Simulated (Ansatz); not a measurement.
# CdSe: band structure with r2SCAN0

The system is CdSe.

```
Cd Se
1.0
     0.00000    3.07027    3.07027
     3.07027    0.00000    3.07027
     3.07027    3.07027    0.00000
Cd Se
1 1
Direct
  0.00000 0.00000 0.00000
  0.25000 0.25000 0.25000
```

Measurements of this composition are mostly on another form, of space group No. 186.

| Property | Result |
| --- | --- |
| Program | Ansatz 0.2.0 |
| Task | band structure |
| Functional | r2SCAN0 |
| Potentials or basis | Ansatz PAW |
| Cutoff | 500 eV (not typed: the program's choice for these potentials) |
| k mesh | 4 × 4 × 4 |
| Occupations | fermi-dirac, width 0.05 eV |
| Spin | no spin polarisation |
| Path | [["G", "X", "W", "K", "G", "L", "U", "W", "L", "K"], ["U", "X"]] |
| Points for each segment of the path | 4 |

The pressure is -0.7 GPa, the band gap on the k mesh is 2.42 eV, direct and the band gap along the path is 2.42 eV, direct.

Levels at the corners of the path, in eV from the valence-band top:
```csv
point,band 16,band 17,band 18,band 19,band 20,band 21
Γ,0.00,0.00,0.00,2.42,8.03,8.03
X,-4.27,-1.92,-1.92,4.84,5.66,11.23
W,-4.11,-2.37,-2.26,6.94,7.15,8.58
K,-4.15,-2.65,-1.57,5.54,7.12,10.24
Γ,0.00,0.00,0.00,2.42,8.03,8.03
L,-4.58,-0.77,-0.77,4.31,8.47,8.47
U,-4.15,-2.65,-1.57,5.54,7.12,10.24
W,-4.11,-2.37,-2.26,6.94,7.15,8.58
L,-4.58,-0.77,-0.77,4.31,8.47,8.47
K,-4.15,-2.65,-1.57,5.54,7.12,10.24
U,-4.15,-2.65,-1.57,5.54,7.12,10.24
X,-4.27,-1.92,-1.92,4.84,5.66,11.23
```

Run time: 3.4 min on 2 threads of Intel(R) Xeon(R) Processor @ 2.70GHz, on a shared host, peak memory 1.1 GiB.

Caveat: the k mesh is coarse (spacing up to 0.44 Å⁻¹), so the values aren't converged, least of all with exact exchange; the PAW data sets come from PBE, with cores solved anew for the run's functional, which leaves a small shift of forces and pressure; the thresholds are loose for stress.
